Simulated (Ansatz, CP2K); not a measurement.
## Codes compared on rock-salt ZrC, displaced supercell (64 atoms)

Wanted: errors and costs of other methods on rock-salt ZrC, displaced supercell (64 atoms). A plane-wave run serves as the reference.

Method: Kohn-Sham DFT, PBE, PAW, plane waves, in Ansatz 0.2.0.

## Step 1: Starting point

The cell holds 64 atoms: 32 Zr and 32 C. Cell: a = 9.396 Å, b = 9.396 Å, c = 9.396 Å, α = 90.0°, β = 90.0°, γ = 90.0°. It derives from ZrC (rock-salt), repeated 2×2×2. Rock-salt ZrC (a = 4.698 Å), 2 x 2 x 2 conventional cells; every coordinate displaced by a Gaussian of 0.02 Å. Then every atom was moved at random, 0.05 Å r.m.s. a Cartesian component.

## Step 2: Reference: Ansatz, plane waves

The PAW files are the set soft_2.

input.yaml reads:

```yaml
crystal:
  lattice:
    - [9.396, 0.0, 0.0]
    - [0.0, 9.396, 0.0]
    - [0.0, 0.0, 9.396]
  atoms:
    - { symbol: Zr, position: [0.00136, 0.00122, 0.99518] }
    - { symbol: C, position: [0.24716, 0.99989, 0.99044] }
    - { symbol: Zr, position: [0.00437, 0.24799, 0.25308] }
    - { symbol: C, position: [0.25826, 0.25012, 0.24408] }
    [... 54 atom lines left out ...]
    - { symbol: Zr, position: [0.49771, 0.74636, 0.75084] }
    - { symbol: C, position: [0.75289, 0.73893, 0.74769] }
    - { symbol: Zr, position: [0.7524, 0.50692, 0.75222] }
    - { symbol: C, position: [0.49124, 0.49673, 0.74638] }
    - { symbol: Zr, position: [0.75474, 0.74449, 0.50475] }
    - { symbol: C, position: [0.49673, 0.75316, 0.50047] }
kpoints:
  mp_grid: { grid: [1, 1, 1] }
hamiltonian:
  xc: pbe
scf:
  occupations: { method: fermi_dirac, width: 0.05 }
output:
  forces: true
  eigenvalues: true
  populations: true
  stress: true
```

Started as:

```
$ ansatz run input.yaml --threads 4 --pin off --max-ram 8192MiB --backend cpu --events-out ev --progress --plain --runs-dir out
```

The program printed:

```text
[...]
Pseudopotentials: kind: paw
Pseudopotential: Zr, paw, valence charge 12, recommended cutoff 420 eV (normal), Zr.paw.azcp
Pseudopotential: C, paw, valence charge 4, recommended cutoff 420 eV (normal), C.paw.azcp
[... 5 lines on functional and potentials left out ...]
Crystal: 64 atoms, lattice volume = 829.524 Å³
Basis set: ecut = 420 eV, 16279 PW (Γ), exchange–correlation on 128×128×128 points (8 copies of the dense FFT grid, shifted against one another)
Bands: 320, of which v1, the nominal top of the filled ones, is band 256 counted from 1 (255 counted from 0)
Symmetry: 1 space group operations
Space group: P1 (ITA 1), of the structure as read, at distance tolerance 9.4e-5 Å
k-points: 1
[... 5 lines on functional and potentials left out ...]
Initial density: superposition of atomic densities (neutral atoms: chi_scale 0, normalization atom), corrected by the library's trained network
Initial wavefunctions: pseudopotential atomic-orbital guess
[...]
SCF iter   1: F=—  HF=-141957.362662 eV  |F-HF|=—  |Δ(HF+E_count)|=         —  Δρ=1.72e-2  dr2=4.01e0  ethr=1.77e-3  ⟨swp⟩=4.0  Hψ=1080  notcnv=0  defer=14
preconditioner: auto → Resta (q_TF=auto, 2.517 Å⁻¹)  ε∞=3.7  [insulator: Δε(μ)=0.219 eV  Ē_g=16.643 eV  σ=0.050 eV  W_gap=0.80  n_scr=250 (ndim 8)  ℏωp=27.3 eV  f_vac=0.000  D(μ)=17.85/eV (n_scr^D=92)  ε∞_Penn≈3.7]
[...]
SCF iter   7: F=—  HF=-141956.679449 eV  |F-HF|=—  |Δ(HF+E_count)|=   1.90e-7  Δρ=7.51e-6  dr2=1.64e-6  ethr=3.11e-9  ⟨swp⟩=2.0  Hψ=293  notcnv=0  defer=47
SCF iter   8: F=-141956.679449 eV  HF=-141956.679449 eV  |F-HF|=1.36e-8  |Δ(HF+E_count)|=   4.98e-8  Δρ=1.95e-6  dr2=3.34e-8  ethr=1.95e-11  ⟨swp⟩=10.0  Hψ=1290  notcnv=0
SCF 1 converged in 8 iterations: F = -141956.679449 eV  dr2 = 3.34e-8
[...]
SCF converged after 8 iterations
Free energy (F): -141956.679449 eV
Harris-Foulkes:  -141956.679449 eV  (|F-HF|=1.36e-8)
Internal energy: -141956.389026 eV  (E = F + TS)
E sigma→0 (E₀):  -141956.534238 eV
Entropy (-TS):   -0.290423 eV (-4.538 meV/atom)
Fermi energy:    14.669915 eV
--- Per-component energies (eV) ---
[...]
Σ components = -141956.679449   (vs F -141956.679449, Δ=0.00e0)
--- Forces (eV/Å), atoms counted from 1 ---
  atom   1  Zr     0.54204966    -0.21833662    -0.01660672
  atom   2  C     -0.16849888    -0.13713160     0.36810603
  atom   3  Zr    -0.05825451     1.00984880    -0.36003358
  atom   4  C     -0.81148218     0.40350370     0.22514568
[...]
atom  64  C      0.53778943    -0.53352684    -0.10062299
  max |Σ_I F_I| component: 2.69e-5 eV/Å
--- Stress (GPa, compression-positive) ---
        1.614617       0.136702      -0.146679
        0.136702       1.999880       0.069285
       -0.146679       0.069285       1.611942
  P = ⅓ Tr σ = 1.7421 GPa (17.421 kbar)
--- Band table (eV) ---
  k-point 0: bands = ["-33.1853", "-33.1573", "-33.1319", "-33.1258", [... 304 levels ...], "19.0558", "19.1398", "19.1525", "19.1764", "19.2085", "19.2291", "19.2372", "19.3030", "19.3230", "19.3653", "19.3797", "19.4020"]
--- Löwdin populations: 64 sites ---
  site symbol       q [e]
     0     Zr     11.2900
     1      C      4.6505
     2     Zr     11.3155
[...]
63      C      4.6561
  spilling = 0.002638 (of n_electrons = 512.000000)
```

The job ended after 11 s (4 threads of Arm Neoverse V2, shared host; peak memory 1 GiB; 29 s of CPU time).

Reading the cycles: dr2 is the Hartree energy of the density residual (eV), the measure of convergence; HF is the Harris–Foulkes estimate of the energy, which meets the free energy F at convergence.

Numbers from this run:

```yaml
free_energy: -141956.6794 eV
free_energy_per_atom: -2218.0731 eV/atom
scf_cycles: 8
pressure: 1.742 GPa
r_m_s_force_component: 0.7827 eV/Å
longest_force: 3.236 eV/Å
fermi_energy: 14.67 eV
levels_partly_filled_by_over_2_per_cent: 9
spilling_of_the_projection: 0.002638
```

Length of the force by element:

```
element  coordination  atoms  mean length of the force (eV/Å)  spread  least  most
      C           all     32                            0.858   0.379  0.307  1.65
     Zr           all     32                             1.51   0.724   0.49  3.24
```

Löwdin charges by element (they lack the spilled electrons, 0.021 e an atom on average):

| element | coordination | atoms | mean charge (e) | spread | least | most |
| --- | --- | --- | --- | --- | --- | --- |
| C | all | 32 | -0.653 | 0.0131 | -0.674 | -0.621 |
| Zr | all | 32 | 0.695 | 0.0071 | 0.681 | 0.71 |

The levels nearest the highest filled one (over half full), pooled over k-points and spins:

```
level less the highest filled one (eV)  occupation
                                -0.149        1.98
                                -0.131        1.97
                                -0.088        1.94
                               -0.0487        1.87
                               -0.0126        1.74
                                     0        1.68
                                 0.171       0.294
                                 0.189       0.214
                                 0.212       0.142
                                 0.231       0.099
                                 0.248       0.071
                                 0.284       0.035
```

The run ends at a pressure of 1.74 GPa, with forces up to 3.2 eV/Å.

## Step 3: The ladder

The programs:
- CP2K 2026.2: Gaussian basis with GTH pseudopotentials and a plane-wave density; labels give functional, basis (MOLOPT sets; SR short-range, UZH the newer set with its own potentials), grid cutoff/relative cutoff and solver (OT: orbital transformation; TRS4, TC2, SIGN: linear-scaling purification with its sparsity filter), or its built-in tight binding.

All use the same cell and atoms; the electronic-structure runs use the same k-mesh, and an electronic temperature of 580 K (0.05 eV) where levels are smeared.

Differences are against the plane-wave reference, forces as r.m.s. over components; share is that over the reference's r.m.s. force, slope the least-squares factor from reference forces to these. Total energies of different programs have different zeros and aren't compared.

| run | Δ force, r.m.s. (meV/Å) | share (%) | slope | Δ pressure (GPa) | cores | CPU time | memory (GiB) |
| --- | --- | --- | --- | --- | --- | --- | --- |
| reference | - | - | - | - | 4 | 29 s | 1.0 |
| CP2K PBE+D4, DZVP-MOLOPT-SR, 600/50 Ry, diagonalisation | 10.7 | 1.37 | 0.998 | -4.63 | 4 | 14 min | 5.7 |
| CP2K PBE, DZVP-MOLOPT-SR, 210/50 Ry, diagonalisation (coarse) | 23.4 | 2.99 | 1.002 | -1.28 | 2 | 12 min | 1.5 |
| CP2K PBE, DZVP-MOLOPT-SR, 300/50 Ry, diagonalisation (coarse) | 10.6 | 1.35 | 1.001 | -1.27 | 2 | 14 min | 1.8 |
| CP2K PBE, DZVP-MOLOPT-SR, 600/50 Ry, diagonalisation | 8.05 | 1.03 | 1.000 | -1.27 | 4 | 14 min | 5.6 |
| CP2K PBE, SZV-MOLOPT-SR, 600/50 Ry, diagonalisation (coarse) | 144 | 18.4 | 0.993 | -16.5 | 1 | 4.3 min | 2.1 |
| CP2K RPBE, PBE potentials, DZVP-MOLOPT-SR, 600/50 Ry, diagonalisation | 20.2 | 2.58 | 0.994 | 1.16 | 4 | 14 min | 5.7 |
| CP2K revPBE, PBE potentials, DZVP-MOLOPT-SR, 600/50 Ry, diagonalisation | 15.4 | 1.97 | 0.996 | 0.471 | 4 | 14 min | 5.7 |

Rows marked coarse were listed beforehand as settings not expected to be converged; some can still land near the reference.

CPU time is summed over cores on a shared host, where runs went side by side, so it is rough. Symmetry, cutoffs, thresholds, outputs and thread counts weren't matched or tuned between programs; memory under MPI is the largest rank's times the ranks.

Left out of the table, since they converged to an unphysical state: CP2K GFN1-xTB, diagonalisation (forces off by up to 9.2 eV/Å).

Mean charges by element (e), by run and scheme:

```csv
run,scheme,Zr,C
reference,Löwdin,+0.70,-0.65
"CP2K PBE+D4, DZVP-MOLOPT-SR, 600/50 Ry, diagonalisation",Mulliken,+0.25,-0.25
"CP2K PBE+D4, DZVP-MOLOPT-SR, 600/50 Ry, diagonalisation",Hirshfeld,+0.28,-0.28
"CP2K PBE, DZVP-MOLOPT-SR, 600/50 Ry, diagonalisation",Mulliken,+0.25,-0.25
"CP2K PBE, DZVP-MOLOPT-SR, 600/50 Ry, diagonalisation",Hirshfeld,+0.28,-0.28
"CP2K RPBE, PBE potentials, DZVP-MOLOPT-SR, 600/50 Ry, diagonalisation",Mulliken,+0.28,-0.28
"CP2K RPBE, PBE potentials, DZVP-MOLOPT-SR, 600/50 Ry, diagonalisation",Hirshfeld,+0.28,-0.28
"CP2K revPBE, PBE potentials, DZVP-MOLOPT-SR, 600/50 Ry, diagonalisation",Mulliken,+0.27,-0.27
"CP2K revPBE, PBE potentials, DZVP-MOLOPT-SR, 600/50 Ry, diagonalisation",Hirshfeld,+0.28,-0.28
```

The reference's Löwdin charges lack the electrons that the projection spills, 0.021 e an atom on average.

Within one program, basis, potentials and functional, energies share a zero. Each run against its twin at the usual cutoff or grid and solver:

```csv
run,twin,Δ energy (meV/atom),"Δ force, r.m.s. (meV/Å)",CPU time over the twin's
"CP2K PBE, DZVP-MOLOPT-SR, 210/50 Ry, diagonalisation","DZVP-MOLOPT-SR, 600/50 Ry, diagonalisation",-0.0403,22.4,0.86 (this twin ran on 4 cores)
"CP2K PBE, DZVP-MOLOPT-SR, 300/50 Ry, diagonalisation","DZVP-MOLOPT-SR, 600/50 Ry, diagonalisation",-0.027,6.28,0.97 (this twin ran on 4 cores)
```

## Step 4: Results

- reference r.m.s. force component: 0.783 eV/Å
- nearest in forces: CP2K PBE, DZVP-MOLOPT-SR, 600/50 Ry, diagonalisation, 1.0 %
- farthest in forces: CP2K PBE, SZV-MOLOPT-SR, 600/50 Ry, diagonalisation (coarse), 18 %
- cheapest electronic-structure run beside the reference: CP2K PBE, SZV-MOLOPT-SR, 600/50 Ry, diagonalisation, 4.3 min of CPU time

What this shows: The PBE run in local orbitals, coarse settings apart, differs by 1.0 % (CP2K PBE, DZVP-MOLOPT-SR, 600/50 Ry, diagonalisation); basis, grid and potentials can all enter. Rows with another functional or a dispersion term differ by 1.4 % (CP2K PBE+D4, DZVP-MOLOPT-SR, 600/50 Ry, diagonalisation) to 2.6 % (CP2K RPBE, PBE potentials, DZVP-MOLOPT-SR, 600/50 Ry, diagonalisation), which mixes the change of model with differences of basis and potentials, some of them made for another functional. Runs with settings chosen to be coarse differ by 1.3 % (CP2K PBE, DZVP-MOLOPT-SR, 300/50 Ry, diagonalisation) to 18 % (CP2K PBE, SZV-MOLOPT-SR, 600/50 Ry, diagonalisation), their programs' other errors included. None of the electronic-structure runs in the table takes under half the reference's CPU time of 29 s; they take 8.9 to 30 times as much. In pressure, CP2K PBE, SZV-MOLOPT-SR, 600/50 Ry, diagonalisation misses by -16.5 GPa, at the same functional. Charges hang on scheme and program or settings: among these rows the mean for Zr runs from +0.25 to +0.70 e. In the reference: levels near the Fermi energy are neither full nor empty under the smearing, so no gap is quoted. In the reference: mean Löwdin charges: C -0.65, Zr +0.70 e. The reference's pressure of 1.7 GPa belongs to a cell and atoms that aren't relaxed at this level. The electronic-structure runs sample only Γ, in a cell whose shortest periodic width is 9 Å, which is coarse for a cell with partly filled levels.

[Also dropped from logs without a mark: logging warnings of Python, and SIESTA's first energy breakdown and zero terms.]

[Logs are printed without paths, hosts, clocks, repeated set-up lines and the standing remarks that a program may print on its own settings, such as how far it seeks lower states.]

[Hosts, paths, dates, database ids (printed as entryN), source tags and the programs' standing remarks are cut or masked in the printed files.]
